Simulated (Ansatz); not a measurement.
**Computed properties of HgTe**

```
Hg Te
1.0
     0.00000    3.22350    3.22350
     3.22350    0.00000    3.22350
     3.22350    3.22350    0.00000
Hg Te
1 1
Direct
  0.00000 0.00000 0.00000
  0.75000 0.75000 0.75000
```

Atoms are numbered in the order listed.

The cell is COD entry 1539232, as deposited and not checked against the literature; nothing was relaxed.

Spin–orbit coupling is left out, though it moves levels of the heavy atoms by tenths of an eV or more.

All numbers are computed: DFT, PBE, all-electron LAPW, scalar-relativistic (Ansatz 0.2.0); DFT, PBE, PAW with Ansatz's default frozen-core files, scalar-relativistic (Ansatz 0.2.0).

For LAPW: a Γ-centred 9×9×9 k mesh, Fermi–Dirac smearing of 0.05 eV, basis error target 0.5 meV/atom, no spin polarisation. PAW takes a cutoff of 420 eV at this cell. The Ansatz runs share mesh, smearing and spin set-up. Values come from LAPW unless marked.

| Quantity | Value |
| --- | --- |
| Pressure at this cell | 40.7 kbar |
| Band gap | none at this level of theory (metallic, semimetallic, or a small gap that the functional closes) |
| Density of states at the Fermi level (0.2 eV bin) | 0.00 states/eV per cell |
| Löwdin charges (with 0.24 e of the cell spilling out of the atomic basis, so their sizes and signs hang on that basis) | Hg1 0.99, Te2 -0.76 e |
| Bader charges (from the PAW run) | Hg1 +0.09, Te2 -0.09 e |
| Volume per atom | 33.50 Å³ |
